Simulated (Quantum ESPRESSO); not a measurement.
# Pt (Fm-3m) in Quantum ESPRESSO: notebook, part 4 of 4

Quantum ESPRESSO 7.5. Earlier steps stand in the parts before.

**5. Phonons, LDA**

pw.in

```
&CONTROL
  calculation = 'scf'
  prefix = 'pwscf'
  outdir = './tmp'
  pseudo_dir = './pseudo'
  tprnfor = .true.
  tstress = .true.
  disk_io = 'low'
/
&SYSTEM
  ibrav = 0
  nat = 1
  ntyp = 1
  ecutwfc = 45
  ecutrho = 360
  nbnd = 14
  occupations = 'smearing'
  smearing = 'mv'
  degauss = 0.01469973
/
&ELECTRONS
  conv_thr = 2d-10
  electron_maxstep = 120
  mixing_beta = 0.5
/
ATOMIC_SPECIES
Pt   195.0840 pt_lda_v1.4.uspp.F.UPF
CELL_PARAMETERS angstrom
   0.0000000000    1.9609000000    1.9609000000
   1.9609000000    0.0000000000    1.9609000000
   1.9609000000    1.9609000000    0.0000000000
ATOMIC_POSITIONS angstrom
Pt     0.0000000000    0.0000000000    0.0000000000
K_POINTS automatic
10 10 10 0 0 0
```

relax.in

```
&CONTROL
  calculation = 'vc-relax'
  prefix = 'pwscf'
  outdir = './tmp'
  pseudo_dir = './pseudo'
  tprnfor = .true.
  tstress = .true.
  disk_io = 'low'
  nstep = 40
  forc_conv_thr = 0.0001
  etot_conv_thr = 1d-06
/
&SYSTEM
  ibrav = 0
  nat = 1
  ntyp = 1
  ecutwfc = 45
  ecutrho = 360
  nbnd = 14
  occupations = 'smearing'
  smearing = 'mv'
  degauss = 0.01469973
/
&ELECTRONS
  conv_thr = 2d-10
  electron_maxstep = 120
  mixing_beta = 0.5
/
&IONS
  ion_dynamics = 'bfgs'
/
&CELL
  cell_dynamics = 'bfgs'
  press = 0
  press_conv_thr = 0.2
/
ATOMIC_SPECIES
Pt   195.0840 pt_lda_v1.4.uspp.F.UPF
CELL_PARAMETERS angstrom
   0.0000000000    1.9609000000    1.9609000000
   1.9609000000    0.0000000000    1.9609000000
   1.9609000000    1.9609000000    0.0000000000
ATOMIC_POSITIONS angstrom
Pt     0.0000000000    0.0000000000    0.0000000000
K_POINTS automatic
10 10 10 0 0 0
```

scf2.in

```
&CONTROL
  calculation = 'scf'
  prefix = 'pwscf'
  outdir = './tmp'
  pseudo_dir = './pseudo'
  tprnfor = .true.
  tstress = .true.
  disk_io = 'low'
/
&SYSTEM
  ibrav = 0
  nat = 1
  ntyp = 1
  ecutwfc = 45
  ecutrho = 360
  nbnd = 14
  occupations = 'smearing'
  smearing = 'mv'
  degauss = 0.01469973
/
&ELECTRONS
  conv_thr = 1d-13
  electron_maxstep = 120
  mixing_beta = 0.5
  startingpot = 'file'
  startingwfc = 'file'
/
ATOMIC_SPECIES
Pt   195.0840 pt_lda_v1.4.uspp.F.UPF
CELL_PARAMETERS angstrom
   0.0000000000    1.9453199514    1.9453199514
   1.9453199514    0.0000000000    1.9453199514
   1.9453199514    1.9453199514    0.0000000000
ATOMIC_POSITIONS angstrom
Pt     0.0000000000    0.0000000000    0.0000000000
K_POINTS automatic
10 10 10 0 0 0
```

ph.in

```
phonons of Pt
&INPUTPH
  prefix = 'pwscf'
  outdir = './tmp'
  tr2_ph = 1d-18
  fildyn = 'dyn'
  niter_ph = 90
  alpha_mix(1) = 0.4
/
0.3535533906 0.7071067812 -0.0000000000
```

Potentials or basis: GBRV 1.5 LDA.

On the command line:

```sh
$ OMP_NUM_THREADS=1 pw.x -in pw.in > pw.out
$ OMP_NUM_THREADS=1 pw.x -in relax.in > relax.out
$ OMP_NUM_THREADS=1 pw.x -in scf2.in > scf2.out
$ OMP_NUM_THREADS=1 ph.x -in ph.in > ph.out
```

pw.out:

```text
This program is part of the open-source Quantum ESPRESSO suite
     for quantum simulation of materials; please cite
         "P. Giannozzi et al., J. Phys.:Condens. Matter 21 395502 (2009);
         "P. Giannozzi et al., J. Phys.:Condens. Matter 29 465901 (2017);
         "P. Giannozzi et al., J. Chem. Phys. 152 154105 (2020);
     in publications or presentations arising from this work. More details at

     Message from routine setup:
     using ibrav=0 with symmetry is DISCOURAGED, use correct ibrav instead

     G-vector sticks info
     --------------------
     sticks:   dense  smooth     PW     G-vecs:    dense   smooth      PW
     Sum         673     349    121                11791     4111     869

     Using Slab Decomposition

     bravais-lattice index     =            0
     lattice parameter (alat)  =       5.2405  a.u.
     unit-cell volume          =     101.7637 (a.u.)^3
     number of atoms/cell      =            1
     number of atomic types    =            1
     number of electrons       =        16.00
     number of Kohn-Sham states=           14
     kinetic-energy cutoff     =      45.0000  Ry
     charge density cutoff     =     360.0000  Ry
     scf convergence threshold =      2.0E-10
     mixing beta               =       0.5000
     number of iterations used =            8  plain     mixing
     Exchange-correlation=  SLA  PZ   NOGX NOGC
                           (   1   1   0   0   0   0   0)

     celldm(1)=   5.240459  celldm(2)=   0.000000  celldm(3)=   0.000000
     celldm(4)=   0.000000  celldm(5)=   0.000000  celldm(6)=   0.000000

     crystal axes: (cart. coord. in units of alat)
               a(1) = (   0.000000   0.707107   0.707107 )
               a(2) = (   0.707107   0.000000   0.707107 )
               a(3) = (   0.707107   0.707107   0.000000 )

     reciprocal axes: (cart. coord. in units 2 pi/alat)
               b(1) = ( -0.707107  0.707107  0.707107 )
               b(2) = (  0.707107 -0.707107  0.707107 )
               b(3) = (  0.707107  0.707107 -0.707107 )

     PseudoPot. # 1 for Pt read from file:
     pt_lda_v1.4.uspp.F.UPF
     Pseudo is Ultrasoft + core correction, Zval = 16.0
     Generated by new atomic code, or converted to UPF format
     Using radial grid of  985 points,  6 beta functions with:
                l(1) =   0
                l(2) =   0
                l(3) =   1
                l(4) =   1
                l(5) =   2
                l(6) =   2
     Q(r) pseudized with  8 coefficients,  rinner =    1.300   1.300   1.300
                                                       1.300   1.300

     atomic species   valence    mass     pseudopotential
     Pt               16.00   195.08400     Pt( 1.00)

     48 Sym. Ops., with inversion, found

   Cartesian axes

     site n.     atom                  positions (alat units)
         1        Pt     tau(   1) = (   0.0000000   0.0000000   0.0000000  )

     number of k points=    47  Marzari-Vanderbilt smearing, width (Ry)=  0.0147
                       cart. coord. in units 2pi/alat
        k(    1) = (   0.0000000   0.0000000   0.0000000), wk =   0.0020000
        k(    2) = (   0.0707107   0.0707107  -0.0707107), wk =   0.0160000
        k(    3) = (   0.1414214   0.1414214  -0.1414214), wk =   0.0160000
        k(    4) = (   0.2121320   0.2121320  -0.2121320), wk =   0.0160000
        k(    5) = (   0.2828427   0.2828427  -0.2828427), wk =   0.0160000
        k(    6) = (  -0.3535534  -0.3535534   0.3535534), wk =   0.0080000
[... 39 lines left out ...]
        k(   46) = (  -0.0707107  -0.3535534   0.6363961), wk =   0.0480000
        k(   47) = (  -0.7071068   0.2828427   0.0000000), wk =   0.0240000

     Dense  grid:    11791 G-vectors     FFT dimensions: (  32,  32,  32)

     Smooth grid:     4111 G-vectors     FFT dimensions: (  24,  24,  24)

     Initial potential from superposition of free atoms

     starting charge      15.5000, renormalised to      16.0000

     negative rho (up, down):  1.838E-01 0.000E+00
     Starting wfcs are   12 randomized atomic wfcs +    2 random wfcs

     Self-consistent Calculation

     iteration #  1     ecut=    45.00 Ry     beta= 0.50
     Davidson diagonalization with overlap
     ethr =  1.00E-02,  avg # of iterations =  4.2

     negative rho (up, down):  1.715E-01 0.000E+00
[... 58 lines left out ...]
     iteration #  8     ecut=    45.00 Ry     beta= 0.50
     Davidson diagonalization with overlap
     ethr =  3.17E-12,  avg # of iterations =  2.5

     negative rho (up, down):  1.714E-01 0.000E+00

     End of self-consistent calculation

          k = 0.0000 0.0000 0.0000 (   531 PWs)   bands (ev):

   -30.3626 -30.3626 -30.3626  11.9086  18.4066  18.4066  18.4066  20.5930
    20.5930  36.8686  41.7626  41.7626  41.7626  47.2018

          k = 0.0707 0.0707-0.0707 (   534 PWs)   bands (ev):
[... 146 lines left out ...]
   -30.8104 -30.5411 -30.5411  15.1166  15.5719  22.2464  22.7175  22.7175
    23.9473  30.9802  33.5461  33.5461  42.3502  45.7226

          k = 0.2828 0.1414 0.0000 (   527 PWs)   bands (ev):

   -30.5733 -30.4449 -30.4050  14.2807  17.3662  18.7961  19.5030  19.9322
    21.4330  37.2407  39.1852  41.4360  41.9597  46.7344

          k = 0.3536 0.2121-0.0707 (   518 PWs)   bands (ev):
[... 71 lines left out ...]
   -30.7183 -30.6351 -30.5442  16.3445  16.9082  18.5190  20.4677  22.7211
    29.1541  29.3066  31.5995  34.2767  46.0117  47.7275

     the Fermi energy is    22.2391 ev

!    total energy              =    -210.80333118 Ry
     estimated scf accuracy    <          3.1E-12 Ry
     smearing contrib. (-TS)   =       0.00006997 Ry
     internal energy E=F+TS    =    -210.80340115 Ry

     The total energy is F=E-TS. E is the sum of the following terms:
     one-electron contribution =     -20.12276320 Ry
     hartree contribution      =      24.48306127 Ry
     xc contribution           =     -56.79041187 Ry
     ewald contribution        =    -158.37328735 Ry

     convergence has been achieved in   8 iterations

     negative rho (up, down):  1.714E-01 0.000E+00

     Forces acting on atoms (cartesian axes, Ry/au):

     atom    1 type  1   force =     0.00000000    0.00000000    0.00000000

     Total force =     0.000000     Total SCF correction =     0.000000

     Computing stress (Cartesian axis) and pressure

     negative rho (up, down):  1.714E-01 0.000E+00
          total   stress  (Ry/bohr**3)                   (kbar)     P=      -71.01
  -0.00048269   0.00000000  -0.00000000          -71.01        0.00       -0.00
   0.00000000  -0.00048269   0.00000000            0.00      -71.01        0.00
  -0.00000000  -0.00000000  -0.00048269           -0.00       -0.00      -71.01

=------------------------------------------------------------------------------=
   JOB DONE.
=------------------------------------------------------------------------------=
```

relax.out:

```text
This program is part of the open-source Quantum ESPRESSO suite
     for quantum simulation of materials; please cite
         "P. Giannozzi et al., J. Phys.:Condens. Matter 21 395502 (2009);
         "P. Giannozzi et al., J. Phys.:Condens. Matter 29 465901 (2017);
         "P. Giannozzi et al., J. Chem. Phys. 152 154105 (2020);
[... 1997 lines left out ...]
   0.00000000  -0.00000696   0.00000000            0.00       -1.02        0.00
   0.00000000   0.00000000  -0.00000696            0.00        0.00       -1.02

=------------------------------------------------------------------------------=
   JOB DONE.
=------------------------------------------------------------------------------=
```

Wall time 2.7 min (1 thread of Arm Neoverse V2, shared host); peak memory 0.09 GiB.

What came out:

| Property | Result |
| --- | --- |
| Free energy | -2868.1322 eV |
| Relaxed volume | 14.72 Å³/atom |
| Relaxed cell | a = 2.751 Å, b = 2.751 Å, c = 2.751 Å, α = 60.00°, β = 60.00°, γ = 60.00° |
| Space group after relaxing (to 0.05 Å) | Fm-3m (No. 225) |
| Pressure after relaxing | -0.1 GPa |
| Band gap on the k mesh | none (metal or under the smearing width) |
| Highest phonon frequency at the q point run | 201 cm⁻¹ |

The path:
| step | energy change (eV) | largest force (eV/Å) | pressure (GPa) | volume (Å³) |
| --- | --- | --- | --- | --- |
| 1 | 0.0000 | 0.0000 | -7.10 | 15.08 |
| 2 | -0.0056 | 0.0000 | 4.07 | 14.54 |
| 3 | -0.0080 | 0.0000 | -0.20 | 14.73 |
| 4 | -0.0080 | 0.0000 | 0.00 | 14.72 |

Final structure:
```cif
data_structure
_symmetry_space_group_name_H-M 'P 1'
_symmetry_Int_Tables_number 1
_cell_length_a 2.7511
_cell_length_b 2.7511
_cell_length_c 2.7511
_cell_angle_alpha 60.000
_cell_angle_beta 60.000
_cell_angle_gamma 60.000
_cell_volume 14.72
loop_
_atom_site_label
_atom_site_type_symbol
_atom_site_fract_x
_atom_site_fract_y
_atom_site_fract_z
_atom_site_occupancy
Pt1 Pt 0.00000 0.00000 0.00000 1
```

Levels at points of the mesh, in eV from the Fermi level:
```
             k point  band 4  band 5  band 6  band 7  band 8  band 9  band 10  band 11  band 12  band 13
  (0.00, 0.00, 0.00)  -10.60   -3.98   -3.98   -3.98   -1.71   -1.71    14.56    19.59    19.59    19.59
 (0.00, 0.00, -0.50)   -7.65   -4.04   -4.04   -0.63    0.04    0.04     5.93    14.13    19.03    19.03
(0.00, -0.50, -0.50)   -7.39   -6.92    0.01    0.50    0.50    1.66     9.01    11.39    11.39    20.41
```

Phonon frequencies in cm⁻¹ (negative: imaginary):
| q point | frequencies |
| --- | --- |
| (0.500, 0.250, 0.750) | 144 201 201 |

Phonon modes at q = (0.500, 0.250, 0.750) in reciprocal lattice units:
```
mode  symmetry  cm⁻¹
   1       B_2   144
   2         E   201
   3         E   201
```

Caveat: the mesh is thin for the phonons of a metal; the q point doesn't lie on the k mesh, which can shift a metal's frequencies strongly unless the mesh is converged.

**6. Phonons, LDA**

pw.in is that of step 5.

relax.in is that of step 5.

scf2.in is that of step 5.

Edit ph.in of step 5 so:

```diff
@@ -9,2 +9,2 @@
 /
-0.3535533906 0.7071067812 -0.0000000000
+0.0000000000 0.7071067812 -0.0000000000
```

Potentials or basis: GBRV 1.5 LDA.

On the command line:

```sh
$ OMP_NUM_THREADS=1 pw.x -in pw.in > pw.out
$ OMP_NUM_THREADS=1 pw.x -in relax.in > relax.out
$ OMP_NUM_THREADS=1 pw.x -in scf2.in > scf2.out
$ OMP_NUM_THREADS=1 ph.x -in ph.in > ph.out
```

pw.out:

```text
This program is part of the open-source Quantum ESPRESSO suite
     for quantum simulation of materials; please cite
[... 9 lines left out ...]
     --------------------
     sticks:   dense  smooth     PW     G-vecs:    dense   smooth      PW
     Sum         673     349    121                11791     4111     869

     Using Slab Decomposition

     bravais-lattice index     =            0
     lattice parameter (alat)  =       5.2405  a.u.
     unit-cell volume          =     101.7637 (a.u.)^3
     number of atoms/cell      =            1
     number of atomic types    =            1
     number of electrons       =        16.00
     number of Kohn-Sham states=           14
     kinetic-energy cutoff     =      45.0000  Ry
     charge density cutoff     =     360.0000  Ry
     scf convergence threshold =      2.0E-10
     mixing beta               =       0.5000
     number of iterations used =            8  plain     mixing
[... 328 lines left out ...]

          k = 0.2828 0.1414 0.0000 (   527 PWs)   bands (ev):

   -30.5733 -30.4449 -30.4050  14.2807  17.3662  18.7961  19.5030  19.9322
    21.4330  37.2407  39.1852  41.4360  41.9597  46.7344

          k = 0.3536 0.2121-0.0707 (   518 PWs)   bands (ev):
[... 71 lines left out ...]
   -30.7183 -30.6351 -30.5442  16.3445  16.9082  18.5190  20.4677  22.7211
    29.1541  29.3066  31.5995  34.2767  46.0117  47.7275

     the Fermi energy is    22.2391 ev

!    total energy              =    -210.80333118 Ry
     estimated scf accuracy    <          3.1E-12 Ry
     smearing contrib. (-TS)   =       0.00006997 Ry
     internal energy E=F+TS    =    -210.80340115 Ry

     The total energy is F=E-TS. E is the sum of the following terms:
     one-electron contribution =     -20.12276320 Ry
     hartree contribution      =      24.48306127 Ry
     xc contribution           =     -56.79041187 Ry
     ewald contribution        =    -158.37328735 Ry

     convergence has been achieved in   8 iterations

     negative rho (up, down):  1.714E-01 0.000E+00

     Forces acting on atoms (cartesian axes, Ry/au):

     atom    1 type  1   force =     0.00000000    0.00000000    0.00000000

     Total force =     0.000000     Total SCF correction =     0.000000

     Computing stress (Cartesian axis) and pressure

     negative rho (up, down):  1.714E-01 0.000E+00
          total   stress  (Ry/bohr**3)                   (kbar)     P=      -71.01
  -0.00048269   0.00000000  -0.00000000          -71.01        0.00       -0.00
   0.00000000  -0.00048269   0.00000000            0.00      -71.01        0.00
  -0.00000000  -0.00000000  -0.00048269           -0.00       -0.00      -71.01

=------------------------------------------------------------------------------=
   JOB DONE.
=------------------------------------------------------------------------------=
```

relax.out:

```text
This program is part of the open-source Quantum ESPRESSO suite
     for quantum simulation of materials; please cite
[... 9 lines left out ...]
     --------------------
     sticks:   dense  smooth     PW     G-vecs:    dense   smooth      PW
     Sum         673     349    121                11791     4111     869
[... 1987 lines left out ...]
  -0.00000696   0.00000000   0.00000000           -1.02        0.00        0.00
   0.00000000  -0.00000696   0.00000000            0.00       -1.02        0.00
   0.00000000   0.00000000  -0.00000696            0.00        0.00       -1.02

=------------------------------------------------------------------------------=
   JOB DONE.
=------------------------------------------------------------------------------=
```

It took 1.8 min on 1 thread of Arm Neoverse V2, shared host; peak memory 0.09 GiB.

Results:

* Free energy: -2868.1322 eV
* Relaxed volume: 14.72 Å³/atom
* Relaxed cell: a = 2.751 Å, b = 2.751 Å, c = 2.751 Å, α = 60.00°, β = 60.00°, γ = 60.00°
* Space group after relaxing (to 0.05 Å): Fm-3m (No. 225)
* Pressure after relaxing: -0.1 GPa
* Band gap on the k mesh: none (metal or under the smearing width)
* Highest phonon frequency at the q point run: 197 cm⁻¹

Step by step:
```csv
step,energy change (eV),largest force (eV/Å),pressure (GPa),volume (Å³)
1,0.0000,0.0000,-7.10,15.08
2,-0.0056,0.0000,4.07,14.54
3,-0.0080,0.0000,-0.20,14.73
4,-0.0080,0.0000,0.00,14.72
```

Final structure:
```xyz
1
Lattice="0.0000 1.9453 1.9453 1.9453 0.0000 1.9453 1.9453 1.9453 0.0000" Properties=species:S:1:pos:R:3 pbc="T T T"
Pt    0.0000    0.0000    0.0000
```

Phonon frequencies in cm⁻¹ (negative: imaginary):
| q point | frequencies |
| --- | --- |
| (0.500, 0.000, 0.500) | 130 130 197 |

Phonon modes at q = (0.500, 0.000, 0.500) in reciprocal lattice units:
| mode | symmetry | cm⁻¹ |
| --- | --- | --- |
| 1 | E_u | 130 |
| 2 | E_u | 130 |
| 3 | A_2u | 197 |

Caveat: the mesh is thin for the phonons of a metal. Spin-orbit coupling is left out, which matters for the levels of Pt.
